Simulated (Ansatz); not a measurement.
**BaTiO₃ at several levels of theory**

One geometry, relaxed with PBE, and single points on it; plane waves with PAW potentials in Ansatz, scalar-relativistic unless the row names spin-orbit coupling. Collinear spin, which adds to the cost, in r2SCAN, PBE+U (no moment survived); no spin polarisation in PBE, PBEsol. +U rows take U_eff Ti 4.00 eV on the d shells. Meshes are on the primitive cell of 5 atoms. Gaps are the least over mesh and band path; pressure is positive in compression. Smearing is Gaussian, 0.02 eV.

```
Ba Ti O
1.0
     2.86307    1.65299    2.35630
    -2.86307    1.65299    2.35630
     0.00000   -3.30599    2.35630
Ba Ti O
1 1 3
Cartesian
  0.0000 0.0000 0.0350
  0.0000 0.0000 3.6701
  0.0000 -1.6179 4.6055
  -1.4011 0.8089 4.6055
  1.4011 0.8089 4.6055
```

```csv
level,cutoff (eV),k mesh,gap (eV),pressure (GPa),rough cost with bands (core-min)
PBE,420,6×6×6,2.62,0.0,1.4
```

What do r2SCAN, PBE+U, PBEsol give on the same cell?

```csv
level,cutoff (eV),k mesh,gap (eV),pressure (GPa),rough cost with bands (core-min)
r2SCAN,500,6×6×6,2.98,-3.2,4
PBE+U,420,6×6×6,2.97,1.3,2.4
PBEsol,420,6×6×6,2.58,-5.8,1.4
```

Spin-orbit coupling is left out except in a row that names it, which matters for the bands of heavy elements.